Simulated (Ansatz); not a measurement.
**AlRu: further runs on a relaxed guess**

This session takes a relaxed cell of AlRu and sets out to compute bands, density of states and charges.

Program: Ansatz 0.2.0. Level of theory: DFT PBE, scalar-relativistic, plane waves, PAW. These are calculated values, not measurements.

1 further run of the same task is left out (it didn't finish).

### 1 The structure to begin with

The structure is orthorhombic, space group Cmmm (No. 65). Conventional cell: a = 4.884 Å, b = 9.104 Å, c = 2.836 Å, α = 90.00°, β = 90.00°, γ = 90.00°. Al (site symmetry m2m) is surrounded by 3 Ru at 2.43 to 2.58 Å and 2 Al at 2.51 Å. Around Ru (site symmetry mmm) lie 4 Al at 2.43 Å. Around Ru (site symmetry mmm) lie 2 Al at 2.58 Å and 6 Ru at 2.82 to 2.84 Å.

As a file:

```
Al Ru
1.0
     2.44205   -4.55186    0.00000
     2.44205    4.55186    0.00000
     0.00000    0.00000    2.83613
Al Ru
2 2
Cartesian
  2.4420 1.9767 1.4181
  2.4420 -1.9767 1.4181
  2.4420 0.0000 0.0000
  0.0000 0.0000 1.4181
```

It is the end of an earlier relaxation with the same method, from a generated guess; it needn't be the stable form of this composition. At a tolerance of 0.05 Å it has space group Cmmm (No. 65); it has 15.76 Å³/atom, an uncorrected energy of +0.27 eV/atom over the elements.

### 2 Static run: bands, density of states and charges

The input, input.yaml:

```yaml
crystal:
  lattice:
    - [2.4420450694, -4.5518600089, 0.0]
    - [2.4420450694, 4.5518600089, 0.0]
    - [0.0, 0.0, 2.836125652]
  atoms:
    - { symbol: Al, position: [0.28286802, 0.71713198, 0.5] }
    - { symbol: Al, position: [0.71713198, 0.28286802, 0.5] }
    - { symbol: Ru, position: [0.5, 0.5, 0.0], spin: 0.11 }
    - { symbol: Ru, position: [0.0, 0.0, 0.5], spin: 0.63 }
basis:
  ecutwfc: 420
kpoints:
  mp_grid: { grid: [12, 12, 16] }
  band_path:
    path:
      - [[0.0, 0.0, 0.0], [-0.5, 0.5, 0.0], [-0.32195642, 0.67804358, 0.0]]
      - [[0.32195642, 0.32195642, 0.0], [0.0, 0.0, 0.0], [0.0, 0.0, 0.5], [0.32195642, 0.32195642, 0.5]]
      - [[-0.32195642, 0.67804358, 0.5], [-0.5, 0.5, 0.5], [-0.5, 0.5, 0.0]]
      - [[0.0, 0.0, 0.0], [0.0, 0.5, 0.0], [0.0, 0.5, 0.5], [0.0, 0.0, 0.5], [-0.5, 0.5, 0.5]]
    npoints: 14
hamiltonian:
  xc: pbe
scf:
  occupations: { method: gaussian, width: 0.1 }
  n_extra_bands: 10
output:
  forces: true
  stress: true
  eigenvalues: true
  populations: true
  dos: { projected: true, de: 0.02, nscf_kmesh: { grid: [15, 15, 20] } }
  bader: true
  write_density: true
  write_potential: true
  elf: true
  volumetric_format: npy
magnetization:
  spin_polarized: true
checkpoint:
  read: start.run
  write: ck
  compress: false
  write_wavefunctions: false
  write_every: 100000
```

The run is started by

```sh
ansatz run input.yaml --threads 1 --pin off --max-ram 2560MiB --backend cpu --events-out ev --progress --plain --runs-dir out
```

Q: Predict the outcome of this session. Wanted: gap; states at the Fermi level; Bader charges.

As calculated:

| quantity | value |
| --- | --- |
| gap | none (metal) |
| states at the Fermi level | 3.74 per eV per cell |
| Bader charges | Al +1.15, Ru -1.65 to -0.65 e |

What this shows: There is no gap at this level. Of the projected weight within 0.25 eV of the Fermi level, the largest part is Ru 4d (79 %). Bader charges reach 1.7 e, so charge transfer in this metal is strong. Other magnetic orders were not searched.
